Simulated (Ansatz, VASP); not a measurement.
## W: VASP beside Ansatz

```
CELL_PARAMETERS angstrom
-1.56897 1.56897 1.56897
1.56897 -1.56897 1.56897
1.56897 1.56897 -1.56897
ATOMIC_POSITIONS crystal
W 0.00000 0.00000 0.00000
```

Alike in both runs: task relaxation of cell and atoms; functional LDA; k mesh 16 × 16 × 16; occupations gaussian, width 0.1 eV; no spin polarisation.

```csv
,VASP,Ansatz
version,VASP 6.6.1,Ansatz 0.2.0
potentials or method,"VASP PAW LDA potentials, release 64 (W_sv)","scalar-relativistic, plane waves, PAW"
plane-wave cutoff (eV),600,420
valence electrons in the cell,14,14
```

```csv
,VASP,Ansatz,Ansatz less VASP
"gap on the k mesh at the Fermi level, each at its own relaxed structure (eV)",none,none,-
relaxed volume (Å³/atom),15.49,15.40,-0.088
relaxed cell length with the largest relative difference (Å),2.720,2.715,-0.0051
```

A gap of «none» marks a metal or a gap that the smearing closes. Ansatz warned: «pseudo_functional_mismatch».

The runs have no spin-orbit coupling, so splittings on W are missing.
